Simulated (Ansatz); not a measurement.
MoTe2 (2H monolayer), relaxed with r2SCAN in the plane-wave code Ansatz. The sheet's in-plane cell has a = 3.561 Å, b = 3.561 Å (γ = 120.0°), and its outermost atoms lie 3.58 Å apart along the normal. Mo is surrounded by 6 Te at 2.73 Å; Te is surrounded by 3 Mo at 2.73 Å.

The axes x, y and z are those of this cell:
```xyz
3
Lattice="3.5614 0.0000 0.0000 -1.7807 3.0842 0.0000 0.0000 0.0000 31.5342" Properties=species:S:1:pos:R:3 pbc="T T F"
Mo    0.0000    2.0562    9.0000
Te    1.7807    1.0281   10.7890
Te    1.7807    1.0281    7.2110
```
Two periodic directions, a and b.

Unstrained: With PBE the gap is 1.046 eV and direct, at K. r2SCAN gives a direct gap of 1.121 eV at K. HSE06 gives a direct gap of 1.454 eV at K. Meshes: PBE 12×12×1, r2SCAN 12×12×1, HSE06 6×6×1. Strains are changes of length per length. After each strain the atoms were relaxed again with r2SCAN within the symmetry that the strain leaves, so tilts or polar shifts that break it weren't tested; points keep the names that they have in the unstrained zone. Calculated for a static, non-magnetic cell.

**Question.** Apply in-plane biaxial -3.0 %. How far does the gap move, against the unstrained cell?

**Answer.** PBE: the gap goes from 1.046 to 1.163 eV (+0.117 eV); it turns from direct (K) to indirect (K → Γ–K (0.57)). r2SCAN: the gap goes from 1.121 to 1.268 eV (+0.147 eV); it turns from direct (K) to indirect (K → Γ–K (0.57)). HSE06: the gap goes from 1.454 to 1.603 eV (+0.149 eV); it turns from direct (K) to indirect (K → Γ–K (0.57)). The r2SCAN energy rises by 23.6 meV an atom.

**Question.** Estimate what uniaxial -3.0 % along y, other directions held does to the gap.

**Answer.** PBE: the gap goes from 1.046 to 1.164 eV (+0.118 eV); least and direct gap lie within 0.04 eV, so its kind isn't settled. r2SCAN: the gap goes from 1.121 to 1.246 eV (+0.125 eV); the edges go from K to Γ–K (0.98). HSE06: the gap goes from 1.454 to 1.606 eV (+0.152 eV); the edges go from K to Γ–K (0.98). The r2SCAN energy rises by 9.6 meV an atom.

**Question.** Estimate what in-plane biaxial -2.5 % does to the gap.

**Answer.** PBE: the gap goes from 1.046 to 1.187 eV (+0.141 eV); it turns from direct (K) to indirect (K → Γ–K (0.57)). r2SCAN: the gap goes from 1.121 to 1.292 eV (+0.171 eV); it turns from direct (K) to indirect (K → Γ–K (0.57)). HSE06: the gap goes from 1.454 to 1.627 eV (+0.173 eV); it turns from direct (K) to indirect (K → Γ–K (0.57)). The r2SCAN energy rises by 16.2 meV an atom.

**Question.** Estimate what in-plane biaxial -4.0 % does to the gap.

**Answer.** PBE: the gap goes from 1.046 to 1.113 eV (+0.067 eV); it turns from direct (K) to indirect (M → Γ–K (0.57)). r2SCAN: the gap goes from 1.121 to 1.221 eV (+0.100 eV); it turns from direct (K) to indirect (K → Γ–K (0.57)). HSE06: the gap goes from 1.454 to 1.556 eV (+0.102 eV); it turns from direct (K) to indirect (K → Γ–K (0.57)). The r2SCAN energy rises by 42.8 meV an atom.

No spin-orbit coupling is included; it can move band edges with weight on the heavy atoms by tenths of an eV.

Where an edge lies off the special points, it is a point of the mesh or the k point where a search put PBE's edge or least direct gap, reused for the other functionals, whose own edges may lie a little apart.

The meshes of the hybrids are coarse, so their gaps aren't converged to the digits shown.
